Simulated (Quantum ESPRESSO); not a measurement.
# La2O3 (P-62m) in Quantum ESPRESSO: settings compared, part 2 of 2

Quantum ESPRESSO 7.5.

## 3. Band structure, PBEsol

Contents of pw.in:

```
&CONTROL
  calculation = 'scf'
  prefix = 'pwscf'
  outdir = './tmp'
  pseudo_dir = './pseudo'
  tprnfor = .true.
  tstress = .true.
  disk_io = 'low'
/
&SYSTEM
  ibrav = 0
  celldm(1) = 8
  nat = 5
  ntyp = 2
  ecutwfc = 45
  ecutrho = 360
  nbnd = 28
  occupations = 'smearing'
  smearing = 'fd'
  degauss = 0.00367493
/
&ELECTRONS
  conv_thr = 1d-09
  electron_maxstep = 120
  mixing_beta = 0.5
/
ATOMIC_SPECIES
La   138.9055 la_pbesol_v1.uspp.F.UPF
O     15.9990 o_pbesol_v1.2.uspp.F.UPF
CELL_PARAMETERS alat
  1.4803123008893   0.0000000000000   0.0000000000000
 -0.7401561504446   1.2819880581070   0.0000000000000
  0.0000000000000   0.0000000000000   0.7794567519190
ATOMIC_POSITIONS crystal
La     0.6666666667    0.3333333333    0.5000000000
La     0.3333333333    0.6666666667    0.5000000000
O      0.5080139900    0.0000000000    0.0000000000
O      0.0000000000    0.5080139900    0.0000000000
O      0.4919860100    0.4919860100    0.0000000000
K_POINTS automatic
5 5 8 0 0 0
```

Contents of bands.in:

```
&CONTROL
  calculation = 'bands'
  prefix = 'pwscf'
  outdir = './tmp'
  pseudo_dir = './pseudo'
  disk_io = 'low'
  verbosity = 'high'
/
&SYSTEM
  ibrav = 0
  celldm(1) = 8
  nat = 5
  ntyp = 2
  ecutwfc = 45
  ecutrho = 360
  nbnd = 28
  occupations = 'smearing'
  smearing = 'fd'
  degauss = 0.00367493
/
&ELECTRONS
  conv_thr = 1d-08
  electron_maxstep = 120
  mixing_beta = 0.5
  diago_full_acc = .true.
  startingwfc = 'random'
/
ATOMIC_SPECIES
La   138.9055 la_pbesol_v1.uspp.F.UPF
O     15.9990 o_pbesol_v1.2.uspp.F.UPF
CELL_PARAMETERS alat
  1.4803123008893   0.0000000000000   0.0000000000000
 -0.7401561504446   1.2819880581070   0.0000000000000
  0.0000000000000   0.0000000000000   0.7794567519190
ATOMIC_POSITIONS crystal
La     0.6666666667    0.3333333333    0.5000000000
La     0.3333333333    0.6666666667    0.5000000000
O      0.5080139900    0.0000000000    0.0000000000
O      0.0000000000    0.5080139900    0.0000000000
O      0.4919860100    0.4919860100    0.0000000000
K_POINTS crystal
60
 0.0000000000  0.0000000000  0.0000000000 1
 0.1000000000  0.0000000000  0.0000000000 1
 0.2000000000  0.0000000000  0.0000000000 1
 0.3000000000  0.0000000000  0.0000000000 1
 0.4000000000  0.0000000000  0.0000000000 1
 0.5000000000  0.0000000000  0.0000000000 1
 0.4166666667  0.1666666667  0.0000000000 1
 0.3333333333  0.3333333333  0.0000000000 1
 0.2777777778  0.2777777778  0.0000000000 1
 0.2222222222  0.2222222222  0.0000000000 1
 0.1666666667  0.1666666667  0.0000000000 1
 0.1111111111  0.1111111111  0.0000000000 1
 0.0555555556  0.0555555556  0.0000000000 1
 0.0000000000  0.0000000000  0.0000000000 1
 0.0000000000  0.0000000000  0.0555555556 1
 0.0000000000  0.0000000000  0.1111111111 1
 0.0000000000  0.0000000000  0.1666666667 1
 0.0000000000  0.0000000000  0.2222222222 1
 0.0000000000  0.0000000000  0.2777777778 1
 0.0000000000  0.0000000000  0.3333333333 1
 0.0000000000  0.0000000000  0.3888888889 1
 0.0000000000  0.0000000000  0.4444444444 1
 0.0000000000  0.0000000000  0.5000000000 1
 0.1000000000  0.0000000000  0.5000000000 1
 0.2000000000  0.0000000000  0.5000000000 1
 0.3000000000  0.0000000000  0.5000000000 1
 0.4000000000  0.0000000000  0.5000000000 1
 0.5000000000  0.0000000000  0.5000000000 1
 0.4444444444  0.1111111111  0.5000000000 1
 0.3888888889  0.2222222222  0.5000000000 1
 0.3333333333  0.3333333333  0.5000000000 1
 0.2857142857  0.2857142857  0.5000000000 1
 0.2380952381  0.2380952381  0.5000000000 1
 0.1904761905  0.1904761905  0.5000000000 1
 0.1428571429  0.1428571429  0.5000000000 1
 0.0952380952  0.0952380952  0.5000000000 1
 0.0476190476  0.0476190476  0.5000000000 1
 0.0000000000  0.0000000000  0.5000000000 1
 0.5000000000  0.0000000000  0.5000000000 1
 0.5000000000  0.0000000000  0.4500000000 1
 0.5000000000  0.0000000000  0.4000000000 1
 0.5000000000  0.0000000000  0.3500000000 1
 0.5000000000  0.0000000000  0.3000000000 1
 0.5000000000  0.0000000000  0.2500000000 1
 0.5000000000  0.0000000000  0.2000000000 1
 0.5000000000  0.0000000000  0.1500000000 1
 0.5000000000  0.0000000000  0.1000000000 1
 0.5000000000  0.0000000000  0.0500000000 1
 0.5000000000  0.0000000000  0.0000000000 1
 0.3333333333  0.3333333333  0.0000000000 1
 0.3333333333  0.3333333333  0.0500000000 1
 0.3333333333  0.3333333333  0.1000000000 1
 0.3333333333  0.3333333333  0.1500000000 1
 0.3333333333  0.3333333333  0.2000000000 1
 0.3333333333  0.3333333333  0.2500000000 1
 0.3333333333  0.3333333333  0.3000000000 1
 0.3333333333  0.3333333333  0.3500000000 1
 0.3333333333  0.3333333333  0.4000000000 1
 0.3333333333  0.3333333333  0.4500000000 1
 0.3333333333  0.3333333333  0.5000000000 1
```

Potentials or basis: GBRV 1.5 PBEsol.

Command:

```
$ OMP_NUM_THREADS=1 mpirun -n 2 pw.x -nk 2 -in pw.in > pw.out
$ OMP_NUM_THREADS=1 mpirun -n 2 pw.x -nk 2 -in bands.in > bands.out
```

pw.out:

```text
This program is part of the open-source Quantum ESPRESSO suite
     for quantum simulation of materials; please cite
[... 6 lines left out ...]
     using ibrav=0 with symmetry is DISCOURAGED, use correct ibrav instead

     K-points division:     npool     =       2
     Subspace diagonalization in iterative solution of the eigenvalue problem:
     a serial algorithm will be used

     G-vector sticks info
     --------------------
     sticks:   dense  smooth     PW     G-vecs:    dense   smooth      PW
     Sum        3463    1735    511                87319    30909    5001

     Using Slab Decomposition

     bravais-lattice index     =            0
     lattice parameter (alat)  =       8.0000  a.u.
     unit-cell volume          =     757.3547 (a.u.)^3
     number of atoms/cell      =            5
     number of atomic types    =            2
     number of electrons       =        40.00
     number of Kohn-Sham states=           28
     kinetic-energy cutoff     =      45.0000  Ry
     charge density cutoff     =     360.0000  Ry
     scf convergence threshold =      1.0E-09
     mixing beta               =       0.5000
     number of iterations used =            8  plain     mixing
     Exchange-correlation= SLA  PW   PSX  PSC
                           (   1   4  10   8   0   0   0)

     celldm(1)=   8.000000  celldm(2)=   0.000000  celldm(3)=   0.000000
     celldm(4)=   0.000000  celldm(5)=   0.000000  celldm(6)=   0.000000

     crystal axes: (cart. coord. in units of alat)
               a(1) = (   1.480312   0.000000   0.000000 )
               a(2) = (  -0.740156   1.281988   0.000000 )
               a(3) = (   0.000000   0.000000   0.779457 )

     reciprocal axes: (cart. coord. in units 2 pi/alat)
               b(1) = (  0.675533  0.390019 -0.000000 )
               b(2) = (  0.000000  0.780038  0.000000 )
               b(3) = (  0.000000 -0.000000  1.282945 )

     PseudoPot. # 1 for La read from file:
     la_pbesol_v1.uspp.F.UPF
     Pseudo is Ultrasoft + core correction, Zval = 11.0
     Generated by new atomic code, or converted to UPF format
     Using radial grid of  995 points,  8 beta functions with:
                l(1) =   0
                l(2) =   0
                l(3) =   1
                l(4) =   1
                l(5) =   2
                l(6) =   2
                l(7) =   3
                l(8) =   3
     Q(r) pseudized with  8 coefficients,  rinner =    1.700   1.700   1.700
                                                       1.700   1.700   1.700
                                                       1.700

     PseudoPot. # 2 for O  read from file:
     o_pbesol_v1.2.uspp.F.UPF
     Pseudo is Ultrasoft + core correction, Zval =  6.0
     Generated by new atomic code, or converted to UPF format
     Using radial grid of  737 points,  5 beta functions with:
                l(1) =   0
                l(2) =   0
                l(3) =   1
                l(4) =   1
                l(5) =   2
     Q(r) pseudized with  8 coefficients,  rinner =    0.900   0.900   0.900
                                                       0.900   0.900

     atomic species   valence    mass     pseudopotential
     La               11.00   138.90550     La( 1.00)
     O                 6.00    15.99900     O ( 1.00)

     12 Sym. Ops. (no inversion) found

   Cartesian axes

     site n.     atom                  positions (alat units)
         1        La     tau(   1) = (   0.7401562   0.4273294   0.3897284  )
         2        La     tau(   2) = (  -0.0000000   0.8546587   0.3897284  )
         3        O      tau(   3) = (   0.7520194   0.0000000   0.0000000  )
         4        O      tau(   4) = (  -0.3760097   0.6512679   0.0000000  )
         5        O      tau(   5) = (   0.3641465   0.6307202   0.0000000  )

     number of k points=    25  Fermi-Dirac smearing, width (Ry)=  0.0037
                       cart. coord. in units 2pi/alat
        k(    1) = (   0.0000000   0.0000000   0.0000000), wk =   0.0100000
        k(    2) = (   0.0000000   0.0000000   0.1603681), wk =   0.0200000
        k(    3) = (   0.0000000   0.0000000   0.3207362), wk =   0.0200000
        k(    4) = (   0.0000000   0.0000000   0.4811043), wk =   0.0200000
        k(    5) = (   0.0000000   0.0000000  -0.6414724), wk =   0.0100000
        k(    6) = (   0.0000000   0.1560077   0.0000000), wk =   0.0600000
[... 17 lines left out ...]
        k(   24) = (   0.1351066   0.3900192   0.4811043), wk =   0.1200000
        k(   25) = (   0.1351066   0.3900192  -0.6414724), wk =   0.0600000

     Dense  grid:    87319 G-vectors     FFT dimensions: (  72,  72,  40)

     Smooth grid:    30909 G-vectors     FFT dimensions: (  54,  54,  27)

     Check: negative core charge=   -0.000002

     Initial potential from superposition of free atoms

     starting charge      39.9412, renormalised to      40.0000

     negative rho (up, down):  1.505E-01 0.000E+00
     Starting wfcs are   52 randomized atomic wfcs

     Self-consistent Calculation

     iteration #  1     ecut=    45.00 Ry     beta= 0.50
     Davidson diagonalization with overlap
     ethr =  1.00E-02,  avg # of iterations =  1.7

     negative rho (up, down):  1.487E-01 0.000E+00

     total energy              =    -300.99640235 Ry
     estimated scf accuracy    <       2.07895069 Ry

     iteration #  2     ecut=    45.00 Ry     beta= 0.50
     Davidson diagonalization with overlap
     ethr =  5.20E-03,  avg # of iterations =  4.0

     negative rho (up, down):  1.106E-01 0.000E+00

     total energy              =    -301.30249417 Ry
     estimated scf accuracy    <       2.54131457 Ry

     iteration #  3     ecut=    45.00 Ry     beta= 0.50
     Davidson diagonalization with overlap
     ethr =  5.20E-03,  avg # of iterations =  3.9

     negative rho (up, down):  1.027E-01 0.000E+00

     total energy              =    -301.76503075 Ry
     estimated scf accuracy    <       0.03588046 Ry

     iteration #  4     ecut=    45.00 Ry     beta= 0.50
     Davidson diagonalization with overlap
     ethr =  8.97E-05,  avg # of iterations = 10.5
[... 95 lines left out ...]
     negative rho (up, down):  1.094E-01 0.000E+00

     total energy              =    -301.80183394 Ry
     estimated scf accuracy    <       0.00000002 Ry

     iteration # 15     ecut=    45.00 Ry     beta= 0.50
     Davidson diagonalization with overlap
     ethr =  5.69E-11,  avg # of iterations =  3.6

     negative rho (up, down):  1.094E-01 0.000E+00

     total energy              =    -301.80183395 Ry
     estimated scf accuracy    <          2.0E-09 Ry

     iteration # 16     ecut=    45.00 Ry     beta= 0.50
     Davidson diagonalization with overlap
     ethr =  4.97E-12,  avg # of iterations =  4.0

     negative rho (up, down):  1.094E-01 0.000E+00

     End of self-consistent calculation

          k = 0.0000 0.0000 0.0000 (  3925 PWs)   bands (ev):

   -24.4341 -24.2088 -11.2859 -11.2859  -9.6030  -7.9095  -7.9095  -7.2209
    -6.8469  -6.0776  -6.0776   2.7967   3.8733   3.8733   4.1859   4.1859
     5.1295   5.1295   5.4235   5.6402   7.6144   9.6829  10.2243  10.2243
    11.1028  11.1322  11.1322  11.1656

          k = 0.0000 0.0000 0.1604 (  3853 PWs)   bands (ev):

   -24.3873 -24.1692 -11.1514 -11.1514 -10.1029  -7.8482  -7.8482  -7.2757
    -6.8549  -6.3394  -6.3394   3.3958   3.9683   3.9683   4.2304   4.2304
     4.8252   4.8252   5.2442   5.4766   8.0475   9.9198  10.3606  10.3606
    11.0475  11.0693  11.0693  11.1849

          k = 0.0000 0.0000 0.3207 (  3865 PWs)   bands (ev):

   -24.2709 -24.0714 -11.0038 -10.7642 -10.7642  -8.1661  -7.6943  -7.6943
    -7.0189  -7.0189  -6.2584   3.8849   3.8849   4.2247   4.2247   4.4395
     4.6271   4.6271   4.6725   5.6095   9.0359  10.3863  10.6098  10.6099
    10.9061  10.9078  10.9082  10.9082

          k = 0.0000 0.0000 0.4811 (  3872 PWs)   bands (ev):

   -24.1490 -23.9701 -11.7234 -10.1969 -10.1969  -8.9239  -7.8613  -7.8613
    -7.5291  -7.5291  -5.8174   3.2411   3.2411   3.7471   4.5063   4.5063
     4.8380   4.8380   5.7510   5.7555  10.0212  10.6685  10.6877  10.6877
    10.7509  10.7510  10.7525  10.8117

          k = 0.0000 0.0000-0.6415 (  3866 PWs)   bands (ev):
[... 125 lines left out ...]
          k = 0.1351 0.3900 0.3207 (  3848 PWs)   bands (ev):

   -24.1932 -24.1521 -10.8566 -10.8067 -10.7834  -8.2659  -8.1188  -7.5962
    -7.0851  -6.4869  -6.3133   3.4075   3.5937   3.6339   4.2259   4.7016
     5.0123   5.0558   5.2201   5.2461   9.9776  10.2537  10.4970  10.8548
    10.8634  10.8829  10.9287  11.0081

          k = 0.1351 0.3900 0.4811 (  3860 PWs)   bands (ev):

   -24.0791 -24.0423 -11.3017 -11.0282 -10.2099  -8.2933  -7.9986  -7.9174
    -7.4433  -6.9675  -6.5415   3.5908   3.6484   3.6970   3.9533   4.7650
     4.7802   4.9874   5.2982   5.3273  10.5129  10.5334  10.6410  10.7637
    10.8023  10.8998  10.9731  11.0701

          k = 0.1351 0.3900-0.6415 (  3854 PWs)   bands (ev):

   -24.0303 -23.9954 -11.5021 -11.1674  -9.8026  -8.4292  -8.0441  -7.8092
    -7.3771  -7.3725  -6.7613   3.3703   3.9741   4.1489   4.1559   4.3190
     4.4774   4.5981   5.4341   5.4591  10.5847  10.7001  10.7154  10.7380
    10.7944  10.8678  11.1471  11.1529

     the Fermi energy is     6.8832 ev

!    total energy              =    -301.80183395 Ry
     estimated scf accuracy    <          3.6E-10 Ry
     smearing contrib. (-TS)   =      -0.00000000 Ry
     internal energy E=F+TS    =    -301.80183395 Ry

     The total energy is F=E-TS. E is the sum of the following terms:
     one-electron contribution =    -115.61050497 Ry
     hartree contribution      =      78.08771018 Ry
     xc contribution           =    -119.67119380 Ry
     ewald contribution        =    -144.60784535 Ry

     convergence has been achieved in  16 iterations

     negative rho (up, down):  1.094E-01 0.000E+00

     Forces acting on atoms (cartesian axes, Ry/au):

     atom    1 type  1   force =     0.00000000   -0.00000000    0.00000000
     atom    2 type  1   force =    -0.00000000    0.00000000    0.00000000
     atom    3 type  2   force =    -0.00234316    0.00000000   -0.00000000
     atom    4 type  2   force =     0.00117158   -0.00202923    0.00000000
     atom    5 type  2   force =     0.00117158    0.00202923   -0.00000000

     Total force =     0.004058     Total SCF correction =     0.000000

     Computing stress (Cartesian axis) and pressure

     negative rho (up, down):  1.094E-01 0.000E+00
          total   stress  (Ry/bohr**3)                   (kbar)     P=       -8.51
   0.00002595  -0.00000000  -0.00000000            3.82       -0.00       -0.00
  -0.00000000   0.00002595   0.00000000           -0.00        3.82        0.00
  -0.00000000   0.00000000  -0.00022542           -0.00        0.00      -33.16

=------------------------------------------------------------------------------=
   JOB DONE.
=------------------------------------------------------------------------------=
```

It took 4.3 min on 2 MPI ranks of Intel Xeon Platinum 8375C at 2.90GHz (Ice Lake), shared host; peak memory 1 GiB.

Results:

```yaml
Free_energy: -4106.2231 eV
Pressure: -0.9 GPa
Largest_force: 0.060 eV/Å
Band_gap_on_the_k_mesh: 1.46 eV, indirect (least direct gap 1.97 eV)
Band_gap_along_the_path: 1.46 eV, indirect (least direct gap 1.97 eV)
```

Forces on the atoms (eV/Å):
```
La   0.000  0.000  0.000
La   0.000  0.000  0.000
O   -0.060  0.000  0.000
O    0.030 -0.052  0.000
O    0.030  0.052  0.000
```

Stress tensor (GPa, compression positive):
```
 0.38  0.00  0.00
 0.00  0.38  0.00
 0.00  0.00 -3.32
```

Levels at the corners of the path, in eV from the valence-band top:
| point | band 16 | band 17 | band 18 | band 19 | band 20 | band 21 | band 22 | band 23 | band 24 | band 25 |
| --- | --- | --- | --- | --- | --- | --- | --- | --- | --- | --- |
| Γ | -1.96 | -1.02 | -1.02 | -0.73 | -0.51 | 1.46 | 3.53 | 4.07 | 4.07 | 4.95 |
| M | -1.75 | -1.68 | -1.19 | -1.16 | -0.97 | 2.63 | 3.53 | 4.39 | 4.49 | 4.49 |
| K | -1.46 | -1.46 | -1.39 | -1.39 | -1.00 | 3.16 | 3.16 | 4.32 | 4.65 | 4.65 |
| Γ | -1.96 | -1.02 | -1.02 | -0.73 | -0.51 | 1.46 | 3.53 | 4.07 | 4.07 | 4.95 |
| A | -1.51 | -1.20 | -1.20 | -0.34 | 0.00 | 4.41 | 4.41 | 4.41 | 4.46 | 4.54 |
| L | -1.84 | -1.63 | -1.42 | -0.69 | -0.64 | 4.32 | 4.54 | 4.55 | 4.60 | 4.68 |
| H | -1.76 | -1.76 | -1.70 | -0.72 | -0.72 | 4.53 | 4.57 | 4.57 | 4.59 | 4.59 |
| A | -1.51 | -1.20 | -1.20 | -0.34 | 0.00 | 4.41 | 4.41 | 4.41 | 4.46 | 4.54 |
| L | -1.84 | -1.63 | -1.42 | -0.69 | -0.64 | 4.32 | 4.54 | 4.55 | 4.60 | 4.68 |
| M | -1.75 | -1.68 | -1.19 | -1.16 | -0.97 | 2.63 | 3.53 | 4.39 | 4.49 | 4.49 |
| K | -1.46 | -1.46 | -1.39 | -1.39 | -1.00 | 3.16 | 3.16 | 4.32 | 4.65 | 4.65 |
| H | -1.76 | -1.76 | -1.70 | -0.72 | -0.72 | 4.53 | 4.57 | 4.57 | 4.59 | 4.59 |

Caveat: some levels on the path didn't converge; spin-orbit coupling is left out, which moves the levels of the heavy elements.

## 4. For comparison

An earlier run on the cell as given: functional PBE; potentials or basis SSSP 1.3 efficiency PBE; cutoff 748 eV; density cutoff 5987 eV; k mesh 5 × 5 × 8; occupations fermi-dirac, width 0.05 eV; no spin polarisation.

- Pressure: 2.4 GPa
- Largest force: 0.044 eV/Å
- Band gap on the k mesh: 1.53 eV, indirect (least direct gap 2.04 eV)

## 5. The runs side by side

| task | level | potentials or basis | cutoff (eV) | form of the LDA correlation | gap on the mesh (eV) | pressure (GPa) | largest force (eV/Å) |
| --- | --- | --- | --- | --- | --- | --- | --- |
| band structure | LDA | GBRV 1.5 LDA | 612 | PZ81 | 1.39 | -3.0 | 0.07 |
| band structure | PBEsol | GBRV 1.5 PBEsol | 612 | - | 1.46 | -0.9 | 0.06 |
| single point | PBE | SSSP 1.3 efficiency PBE | 748 | - | 1.53 | 2.4 | 0.04 |

Alike in all rows: no spin polarisation; cell as given; k mesh 5 × 5 × 8; smearing fermi-dirac 0.05 eV.

Caveats: spin-orbit coupling is left out, which moves the levels of the heavy elements; some levels on the path didn't converge (some runs); an odd mesh through Γ misses points on the zone boundary, where band edges often lie (some runs).

Absolute energies hang on the potentials; compare differences alone.
